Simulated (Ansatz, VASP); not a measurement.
Ta: VASP beside Ansatz

```
Ta
1.0
     2.91747    0.00000    0.00000
    -1.45873    2.52660    0.00000
     0.00000    0.00000    5.17514
Ta
2
Direct
  0.33333 0.66667 0.25000
  0.66667 0.33333 0.75000
```

Alike in both runs: task single point; functional RPBE; k mesh 14 × 14 × 7; occupations fermi-dirac, width 0.1 eV; no spin polarisation.

|  | VASP | Ansatz |
| --- | --- | --- |
| version | VASP 6.6.1 | Ansatz 0.2.0 |
| potentials or method | VASP PAW PBE potentials, release 64 (Ta_pv) | plane waves (420 eV) with PAW, scalar-relativistic |
| plane-wave cutoff (eV) | 520 | 420 |
| valence electrons in the cell | 22 | 26 |

```csv
,VASP,Ansatz,Ansatz less VASP
pressure (GPa),0.2,0.2,-0.01
largest component of the traceless stress (GPa),0.44,0.45,+0.018
```

The two sets of potentials don't hold the same shells in valence.

Caveats: the PAW data sets were made with another functional, which shifts forces and pressure a little (VASP). The runs have no spin-orbit coupling, so splittings on Ta are missing.
